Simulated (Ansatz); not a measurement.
# PbO2 (P4_2/mnm) in Ansatz: further runs

One crystal, PbO2, is run at these levels: PBE; tasks: band structure.

Program: Ansatz 0.2.0. These are calculated values, not measurements. Logs are shortened: lines on timing, memory, paths and dates and some standing lists are left out, and cuts for length are marked.

## (1) Starting point

The structure is tetragonal, space group P4_2/mnm (No. 136). The conventional cell has a = 4.995 Å, b = 4.995 Å, c = 3.409 Å, α = 90.00°, β = 90.00°, γ = 90.00°. Pb (site symmetry mmm) is surrounded by 6 O at 2.17 to 2.18 Å. O (site symmetry m2m) has 3 Pb at 2.17 to 2.18 Å as nearest neighbours.

The cell is a database's computed one.

## (2) Band structure, PBE

input.yaml

```yaml
crystal:
  lattice:
    - [4.99495987, 0.0, 0.0]
    - [0.0, 4.99495987, 0.0]
    - [0.0, 0.0, 3.40900096]
  atoms:
    - { symbol: Pb, position: [0.5, 0.5, 0.5] }
    - { symbol: Pb, position: [0.0, 0.0, 0.0] }
    - { symbol: O, position: [0.69257104, 0.69257104, 0.0] }
    - { symbol: O, position: [0.80742896, 0.19257104, 0.5] }
    - { symbol: O, position: [0.19257104, 0.80742896, 0.5] }
    - { symbol: O, position: [0.30742896, 0.30742896, 0.0] }
hamiltonian:
  xc: pbe
  pseudopotentials: { kind: nc, accuracy: standard }
kpoints:
  mp_grid: { grid: [6, 6, 8] }
  band_path:
    path:
      - [[0.0, 0.0, 0.0], [0.0, 0.5, 0.0], [0.5, 0.5, 0.0], [0.0, 0.0, 0.0], [0.0, 0.0, 0.5], [0.0, 0.5, 0.5], [0.5, 0.5, 0.5], [0.0, 0.0, 0.5]]
      - [[0.0, 0.5, 0.0], [0.0, 0.5, 0.5]]
      - [[0.5, 0.5, 0.0], [0.5, 0.5, 0.5]]
    npoints: 14
scf:
  occupations: { method: fermi_dirac, width: 0.05 }
  n_extra_bands: 15
output:
  forces: true
  stress: true
  eigenvalues: true
  fatbands: false
```

Potentials or basis: PseudoDojo standard (PBE files).

On the command line:

```console
ansatz run input.yaml --threads 2 --pin off --max-ram 5632MiB --backend cpu --events-out ev --progress --plain --runs-dir out
```

Standard output:

```text
Warning: RAYON_NUM_THREADS=2 ignored (pool sized by the plan → 2); use --threads N
scf.n_extra_bands = 15 over 26 filled bands (N_el = 52.0): the run solves 41 bands
Engine: ansatz 0.2.0, aarch64-unknown-linux-gnu
Pseudopotentials: kind: nc
Pseudopotential: Pb, nc, valence charge 14, recommended cutoff 850 eV (normal), Pb.nc.azcp (PseudoDojo's, or run here from an input of PseudoDojo's; its table is named by hamiltonian.pseudopotentials.accuracy)
Pseudopotential: O, nc, valence charge 6, recommended cutoff 1142.878222 eV (normal), O.nc.azcp (PseudoDojo's, or run here from an input of PseudoDojo's; its table is named by hamiltonian.pseudopotentials.accuracy)
Functional definition: PBE
  parameter kappa = 0.804
  parameter beta = 0.06672455060314922
  exchange = pbe_x(kappa = kappa, mu = beta*pi^2/3)
  correlation = pbe_c(beta = beta)
Crystal: 6 atoms, lattice volume = 85.053 Å³
Basis set: ecut = 1142.878222 eV, 7475 PW (Γ), exchange–correlation on 120×120×80 points (8 copies of the dense FFT grid, shifted against one another)
Bands: 41, of which v1, the nominal top of the filled ones, is band 26 counted from 1 (25 counted from 0)
Symmetry: 16 space group operations
Space group: P42/mnm (ITA 136), of the structure as read, at distance tolerance 4.4e-5 Å
k-points: 50 of 288
Non-local potential: Pb, projectors of the file, l = 0: 3, l = 1: 2, l = 2: 2, l = 3: 1
Non-local potential: O, projectors of the file, l = 0: 2, l = 1: 2, l = 2: 1
Initial density: superposition of atomic densities (chi_scale 0.1, normalization cell, long waves kept (reshape's long-wave potential 0.00 eV rms))
Initial wavefunctions: pseudopotential atomic-orbital guess
Functional: x = pbe(κ = 0.804, μ = 0.2195149727645171), c = pbe(β = 0.06672455060314922)
SCF iter   1: F=—  HF=-5600.469600 eV  |F-HF|=—  |Δ(HF+E_count)|=         —  Δρ=7.90e-2  dr2=4.25e0  ethr=3.10e-3  ⟨swp⟩=6.2  Hψ=9269  notcnv=0  defer=126
preconditioner: auto → Resta (q_TF=auto, 2.513 Å⁻¹)  ε∞=3.0  [insulator: Δε(μ)=0.385 eV  Ē_g=20.770 eV  σ=0.050 eV  W_gap=0.81  n_scr=18 (ndim 8)  ℏωp=29.0 eV  f_vac=0.000  D(μ)=0.13/eV (n_scr^D=0)  ε∞_Penn≈3.0]
SCF iter   2: F=—  HF=-5599.408873 eV  |F-HF|=—  |Δ(HF+E_count)|=    1.06e0  Δρ=3.57e-2  dr2=4.19e-1  ethr=3.10e-3  ⟨swp⟩=2.1  Hψ=4002  notcnv=0  defer=461
preconditioner: auto → Kerker (q_TF=auto, 2.513 Å⁻¹)  [metal: Δε(μ)=0.099 eV  Ē_g=20.491 eV  σ=0.050 eV  W_gap=0.43  n_scr=18 (ndim 8)  ℏωp=29.0 eV  f_vac=0.011 (ignored in choosing the arm: the first look at the density read no void)  D(μ)=0.41/eV (n_scr^D=0)]
SCF iter   3: F=—  HF=-5599.365538 eV  |F-HF|=—  |Δ(HF+E_count)|=   4.33e-2  Δρ=1.62e-2  dr2=1.25e-1  ethr=8.07e-4  ⟨swp⟩=2.0  Hψ=2047  notcnv=0  defer=461
SCF iter   4: F=—  HF=-5599.375264 eV  |F-HF|=—  |Δ(HF+E_count)|=   9.73e-3  Δρ=2.62e-3  dr2=3.77e-3  ethr=2.40e-4  ⟨swp⟩=2.7  Hψ=3170  notcnv=0  defer=461
SCF iter   5: F=—  HF=-5599.379942 eV  |F-HF|=—  |Δ(HF+E_count)|=   4.68e-3  Δρ=5.54e-4  dr2=2.73e-4  ethr=7.25e-6  ⟨swp⟩=2.3  Hψ=3133  notcnv=0  defer=461
SCF iter   6: F=—  HF=-5599.380052 eV  |F-HF|=—  |Δ(HF+E_count)|=   1.10e-4  Δρ=1.83e-4  dr2=4.09e-5  ethr=5.24e-7  ⟨swp⟩=2.1  Hψ=2459  notcnv=0  defer=461
SCF iter   7: F=—  HF=-5599.379947 eV  |F-HF|=—  |Δ(HF+E_count)|=   1.05e-4  Δρ=4.56e-5  dr2=2.81e-6  ethr=7.86e-8  ⟨swp⟩=2.6  Hψ=3462  notcnv=0  defer=461
SCF iter   8: F=—  HF=-5599.379949 eV  |F-HF|=—  |Δ(HF+E_count)|=   1.14e-6  Δρ=1.45e-5  dr2=2.74e-7  ethr=5.40e-9  ⟨swp⟩=2.5  Hψ=2700  notcnv=0  defer=461
SCF iter   9: F=-5599.379949 eV  HF=-5599.379949 eV  |F-HF|=2.55e-8  |Δ(HF+E_count)|=   3.27e-7  Δρ=3.50e-6  dr2=9.09e-9  ethr=1.92e-10  ⟨swp⟩=11.8  Hψ=12365  notcnv=0
SCF 1 converged in 9 iterations: F = -5599.379949 eV  dr2 = 9.09e-9
NSCF: frozen V_eff on 129 k-points
SCF converged after 9 iterations
Free energy (F): -5599.379949 eV
Harris-Foulkes:  -5599.379949 eV  (|F-HF|=2.55e-8)
Internal energy: -5599.375947 eV  (E = F + TS)
E sigma→0 (E₀):  -5599.377948 eV
Entropy (-TS):   -0.004002 eV (-0.667 meV/atom)
Fermi energy:    8.302842 eV
--- Per-component energies (eV) ---
  E_band       = -68.374836
  E_kinetic    = 3114.278946
  E_local      = -3570.281187  (includes V_loc(G=0)·N_el)
  E_nonlocal   = -854.975664
  E_hartree    = 1185.175154
  E_xc         = -1519.659574
  E_vxc        = -1127.745488  (∫ρ·V_xc dr)
  E_ewald      = -3953.913622
  E_smearing   = -0.004002  (= −TS)
  E_closure    = -0.000000  (closes the sum)
  Σ components = -5599.379949   (vs F -5599.379949, Δ=0.00e0)
--- Forces (eV/Å), atoms counted from 1 ---
  atom   1  Pb     0.00000000     0.00000000     0.00000000
  atom   2  Pb     0.00000000    -0.00000000     0.00000000
  atom   3  O      0.02334619     0.02334619     0.00000000
  atom   4  O     -0.02334619     0.02334619     0.00000000
  atom   5  O      0.02334619    -0.02334619     0.00000000
  atom   6  O     -0.02334619    -0.02334619     0.00000000
  max |Σ_I F_I| component: 2.08e-17 eV/Å
--- Stress (GPa, compression-positive) ---
        4.975125       0.000000       0.000000
        0.000000       4.975125       0.000000
        0.000000       0.000000       6.014151
  P = ⅓ Tr σ = 5.3215 GPa (53.215 kbar)
--- Band table (eV; the first three rows and the last of 50) ---
  k-point 0: bands = ["-9.9541", "-9.8661", "-8.2102", "-8.2102", "-7.2944", "-7.0888", "-7.0536", "-7.0536", "-6.8766", "-6.7678", "-6.7326", "-6.7266", "-6.7266", "-4.6361", "0.2099", "4.9212", "4.9786", "4.9786", "6.2211", "6.3016", "6.4870", "7.5925", "7.6370", "7.6370", "7.6595", "7.6595", "8.3358", "12.4659", "14.1532", "14.1532", "17.9607", "18.1568", "19.2401", "19.2401", "20.1136", "20.3847", "21.8303", "23.9171", "26.6226", "26.6226", "27.3247"]
  k-point 1: bands = ["-9.8373", "-9.7821", "-8.5359", "-8.5359", "-7.2641", "-7.0470", "-6.8667", "-6.8006", "-6.8006", "-6.7629", "-6.7338", "-6.5881", "-6.5881", "-4.7545", "0.1398", "4.8466", "4.8981", "5.0957", "5.0957", "6.2846", "6.8466", "7.1106", "7.1106", "7.7421", "7.7421", "8.2368", "8.5075", "12.5787", "14.7047", "14.7047", "16.9908", "19.1139", "19.1937", "19.1937", "19.9995", "20.1266", "21.9240", "23.2546", "25.2635", "25.2635", "27.0085"]
  k-point 2: bands = ["-9.5636", "-9.5407", "-9.0041", "-9.0041", "-7.1597", "-6.9404", "-6.8405", "-6.8242", "-6.8242", "-6.7464", "-6.7388", "-5.9234", "-5.9234", "-5.1242", "0.0612", "3.2732", "4.8983", "5.3437", "5.3437", "6.2761", "6.2761", "6.4529", "6.4722", "7.6960", "7.6960", "7.9635", "9.9456", "12.6944", "15.9251", "15.9251", "16.3718", "19.0238", "19.0238", "19.1232", "19.9520", "20.1885", "22.1337", "22.1784", "23.8645", "23.8645", "25.9076"]
  k-point 49: bands = ["-9.4720", "-9.4720", "-9.1202", "-9.1202", "-6.8952", "-6.8952", "-6.7628", "-6.7628", "-6.7189", "-6.7189", "-6.3182", "-6.3182", "-5.1618", "-5.1618", "0.3846", "0.3846", "4.3368", "4.3368", "6.2861", "6.2861", "6.3814", "6.3814", "7.5885", "7.5885", "7.7366", "7.7366", "11.0524", "11.0524", "16.5980", "16.5980", "18.0307", "18.0307", "18.0808", "18.0808", "21.5130", "21.5130", "23.1560", "23.1560", "23.7780", "23.7780", "24.9768"]
```

Wall time 43 s (2 threads of Arm Neoverse V1, shared host); peak memory 1.1 GiB.

What came out:

| Quantity | Value |
| --- | --- |
| Free energy | -5599.3799 eV |
| Pressure | 5.3 GPa |
| Largest force | 0.033 eV/Å |
| Band gap along the path | none (metal or under the smearing width) |

Forces in eV/Å, atoms in the order of the input:
```
Pb   0.000  0.000  0.000
Pb   0.000  0.000  0.000
O    0.023  0.023  0.000
O   -0.023  0.023  0.000
O    0.023 -0.023  0.000
O   -0.023 -0.023  0.000
```

Levels at the corners of the path, in eV from the Fermi level:
```csv
point,band 24,band 25,band 26,band 27,band 28,band 29
Γ,-0.67,-0.64,-0.64,0.03,4.16,5.85
X,-0.70,-0.43,-0.43,2.34,2.34,6.45
M,-0.72,-0.53,-0.53,2.74,2.74,6.71
Γ,-0.67,-0.64,-0.64,0.03,4.16,5.85
Z,-1.15,-0.82,-0.82,3.66,3.66,8.84
R,-0.82,-0.27,-0.27,3.96,3.96,7.28
A,-0.71,-0.57,-0.57,2.75,2.75,8.30
Z,-1.15,-0.82,-0.82,3.66,3.66,8.84
X,-0.70,-0.43,-0.43,2.34,2.34,6.45
R,-0.82,-0.27,-0.27,3.96,3.96,7.28
M,-0.72,-0.53,-0.53,2.74,2.74,6.71
A,-0.71,-0.57,-0.57,2.75,2.75,8.30
```

Caveat: spin-orbit coupling is left out, which moves the levels of the heavy elements.

## (3) Band structure, PBE

input.yaml, as its differences from that of step 2:

```diff
@@ -14,3 +14,3 @@
   xc: pbe
-  pseudopotentials: { kind: nc, accuracy: standard }
+  pseudopotentials: { kind: nc, accuracy: stringent }
 kpoints:
```

Potentials or basis: PseudoDojo stringent (PBE files).

On the command line:

```console
ansatz run input.yaml --threads 2 --pin off --max-ram 5632MiB --backend cpu --events-out ev --progress --plain --runs-dir out
```

Run time: 67 s. Hardware: 2 threads of Arm Neoverse V1, shared host; peak memory 1.4 GiB.

The run converged. Its results:

* Free energy: -13218.0571 eV
* Pressure: 5.4 GPa
* Largest force: 0.033 eV/Å
* Band gap along the path: none (metal or under the smearing width)

Forces in eV/Å, atoms in the order of the input:
```
Pb   0.000  0.000  0.000
Pb   0.000  0.000  0.000
O    0.024  0.024  0.000
O   -0.024  0.024  0.000
O    0.024 -0.024  0.000
O   -0.024 -0.024  0.000
```

Stress tensor (GPa, compression positive):
```
5.03 0.00 0.00
0.00 5.03 0.00
0.00 0.00 6.08
```

Levels at the corners of the path, in eV from the Fermi level:
| point | band 30 | band 31 | band 32 | band 33 | band 34 | band 35 | band 36 | band 37 | band 38 | band 39 |
| --- | --- | --- | --- | --- | --- | --- | --- | --- | --- | --- |
| Γ | -0.71 | -0.67 | -0.67 | -0.64 | -0.64 | 0.03 | 4.17 | 5.86 | 5.86 | 9.65 |
| X | -1.37 | -0.70 | -0.70 | -0.43 | -0.43 | 2.34 | 2.34 | 6.46 | 6.46 | 9.73 |
| M | -1.61 | -0.72 | -0.72 | -0.53 | -0.53 | 2.75 | 2.75 | 6.72 | 6.72 | 10.07 |
| Γ | -0.71 | -0.67 | -0.67 | -0.64 | -0.64 | 0.03 | 4.17 | 5.86 | 5.86 | 9.65 |
| Z | -2.05 | -1.15 | -1.15 | -0.83 | -0.83 | 3.67 | 3.67 | 8.84 | 8.84 | 9.63 |
| R | -1.11 | -0.82 | -0.82 | -0.27 | -0.27 | 3.97 | 3.97 | 7.29 | 7.29 | 9.90 |
| A | -1.92 | -0.72 | -0.72 | -0.57 | -0.57 | 2.76 | 2.76 | 8.30 | 8.30 | 9.74 |
| Z | -2.05 | -1.15 | -1.15 | -0.83 | -0.83 | 3.67 | 3.67 | 8.84 | 8.84 | 9.63 |
| X | -1.37 | -0.70 | -0.70 | -0.43 | -0.43 | 2.34 | 2.34 | 6.46 | 6.46 | 9.73 |
| R | -1.11 | -0.82 | -0.82 | -0.27 | -0.27 | 3.97 | 3.97 | 7.29 | 7.29 | 9.90 |
| M | -1.61 | -0.72 | -0.72 | -0.53 | -0.53 | 2.75 | 2.75 | 6.72 | 6.72 | 10.07 |
| A | -1.92 | -0.72 | -0.72 | -0.57 | -0.57 | 2.76 | 2.76 | 8.30 | 8.30 | 9.74 |

Caveat: spin-orbit coupling is left out, which moves the levels of the heavy elements.

(Part 1 of 2 ends here.)
